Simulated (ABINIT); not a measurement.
Runs of ABINIT 10.8.3 (patched build) on Ge. It takes space group I4_1/amd (No. 141, tetragonal). Conventional cell: a = 5.149 Å, b = 5.149 Å, c = 2.795 Å, α = 90.00°, β = 90.00°, γ = 90.00°. Around Ge (site symmetry -4m2) lie 6 Ge at 2.67 to 2.79 Å. This isn't the form of Ge at room conditions, which is diamond.

| task | level | potentials or basis | k mesh | cutoff (eV) | fine-grid cutoff | mesh quality | gap on the mesh (eV) | pressure (GPa) |
| --- | --- | --- | --- | --- | --- | --- | --- | --- |
| single point | r2SCAN | JTH PAW PBE v2.0 | 7 × 7 × 7 | 707 | 1306.15 eV | coarse | none | 0.5 |
| single point | LDA | JTH PAW LDA v2.0 | 4 × 4 × 4 | 544 | 1088.46 eV | coarse | none | - |
| band structure | PW91 | JTH PAW PBE v2.0 | 11 × 11 × 11 | 599 | 1197.3 eV | not flagged | none | (b) |
| single point | PBEsol | JTH PAW PBE v2.0 | 14 × 14 × 14 | 599 | 1197.3 eV | not flagged | none | -1.2 |
| band structure | LDA | JTH PAW LDA v2.0 | 11 × 11 × 11 | 544 | 1088.46 eV | not flagged | none | - |
| band structure | AM05 | JTH PAW PBE v2.0 | 11 × 11 × 11 | 599 | 1197.3 eV | not flagged | none | -1.7 |
| band structure | rPW86PBE | JTH PAW PBE v2.0 | 11 × 11 × 11 | 599 | 1197.3 eV | not flagged | none | 8.6 |
| single point | PBE | JTH PAW PBE v2.0 | 9 × 9 × 9 | 599 | 1197.3 eV | not flagged | none | (a) |

Alike in all rows: no spin polarisation; cell as given; smearing fermi-dirac 0.05 eV.

Problem. Estimate the missing entries.

Solution. (a) 2.6; (b) 2.9.

Caveats: some runs use coarse meshes; the PAW data sets were made with another functional, which shifts forces and pressure a little (some runs).

A k mesh can miss the band edges, and the runs leave out spin-orbit coupling on Ge.

A gap of «none» marks a metal or a gap under the smearing width.
